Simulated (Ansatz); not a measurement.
# ScAl3: the cost of one run

Method: DFT PBE, scalar-relativistic, plane waves, PAW, in Ansatz 0.2.0.

1 further run of the same task is left out (set aside as unsound or not needed). Runs told in other sessions of the task aren't counted.

### 1 The system as given

Symmetry: Pm-3m, No. 221, cubic system. Conventional cell: a = 4.105 Å, b = 4.105 Å, c = 4.105 Å, α = 90.00°, β = 90.00°, γ = 90.00°. Sc (site symmetry m-3m) is surrounded by 12 Al at 2.90 Å. Al (site symmetry 4/mmm) is surrounded by 4 Sc at 2.90 Å and 8 Al at 2.90 Å.

As a file:

```
CELL_PARAMETERS angstrom
4.10533 0.00000 0.00000
0.00000 4.10533 0.00000
0.00000 0.00000 4.10533
ATOMIC_POSITIONS crystal
Sc 0.00000 0.00000 0.00000
Al 0.50000 0.00000 0.50000
Al 0.00000 0.50000 0.50000
Al 0.50000 0.50000 0.00000
```

It goes back to an entry of the Materials Project.

This cell was relaxed beforehand with the same method: volume 17.30 Å³/atom, gap on the mesh none (metal).

Reference energy of this cell: -3750.1326 eV (4 atoms, 10×10×10 mesh, zero smearing).

### 2 The random packing

4 Sc, 12 Al were thrown into a skewed cell at random, at 1.12 times a reference volume of the solid, and pushed apart as soft spheres.

The cell holds 4 Sc, 12 Al: a = 7.028 Å, b = 6.647 Å, c = 6.679 Å, α = 84.44°, β = 90.08°, γ = 86.64°.

### 3 Stage at 2090 K

The cutoff is lowered while the worst contacts of the packing are taken out. One k point, a Fermi-Dirac width of 0.180 eV and a fixed cell.

Contents of input.yaml:

```yaml
crystal:
  lattice:
    - [7.024824, 0.200776, -0.009459]
    - [0.200776, 6.635876, 0.323421]
    - [-0.009459, 0.323421, 6.671066]
  atoms:
    - { symbol: Sc, position: [0.3593992534, 0.8698082073, 0.5478546686] }
    - { symbol: Sc, position: [0.5903266282, 0.2738051889, 0.3983668983] }
    - { symbol: Sc, position: [0.6925338118, 0.7260671154, 0.0368052295] }
    - { symbol: Sc, position: [0.1743427774, 0.5719252577, 0.0071405518] }
    - { symbol: Al, position: [0.2351204664, 0.2211757119, 0.7636706233] }
    - { symbol: Al, position: [0.8632102455, 0.3258419755, 0.7766270121] }
    - { symbol: Al, position: [0.9967309286, 0.1424390913, 0.4877948447] }
    - { symbol: Al, position: [0.0297344009, 0.8576698403, 0.2853174123] }
    - { symbol: Al, position: [0.2440870705, 0.1607103388, 0.2094350197] }
    - { symbol: Al, position: [0.7669399314, 0.9050287758, 0.6292550334] }
    - { symbol: Al, position: [0.9079547619, 0.1912674905, 0.1251232315] }
    - { symbol: Al, position: [0.5292814604, 0.1454134963, 0.9900934103] }
    - { symbol: Al, position: [0.8619850347, 0.5770367448, 0.4576864034] }
    - { symbol: Al, position: [0.006809462, 0.9725335394, 0.8703139411] }
    - { symbol: Al, position: [0.5244981823, 0.4620464537, 0.770583302] }
    - { symbol: Al, position: [0.2138662642, 0.4858168836, 0.454335838] }
  symmetry: { detect: false }
basis:
  ecutwfc: 320
  xc_grid: 1
kpoints:
  mp_grid: { grid: [1, 1, 1], shift: [0.25, 0.25, 0.25] }
hamiltonian:
  xc: pbe
scf:
  occupations: { method: fermi_dirac, width: 0.1801 }
  lower_state_search: "off"
  convergence: { dr2_threshold: 1.0e-05 }
output:
  forces: true
  stress: true
md:
  timestep: 3.0
  n_steps: 24
  ensemble: nvt_langevin
  friction: 0.03
  temperature: 2090.0
  initial_velocities: maxwell_boltzmann
  seed: 81362
```

Started as:

```bash
$ ansatz run input.yaml --threads 2 --pin off --max-ram 5120MiB --backend cpu --events-out ev --progress --plain --runs-dir out
```

**Question.** How long does this run take on 2 threads of Intel Xeon at 2.50GHz (Skylake/Cascade Lake), shared host, and how much memory does it need?

About 40 s, with a peak of 0.39 GiB.
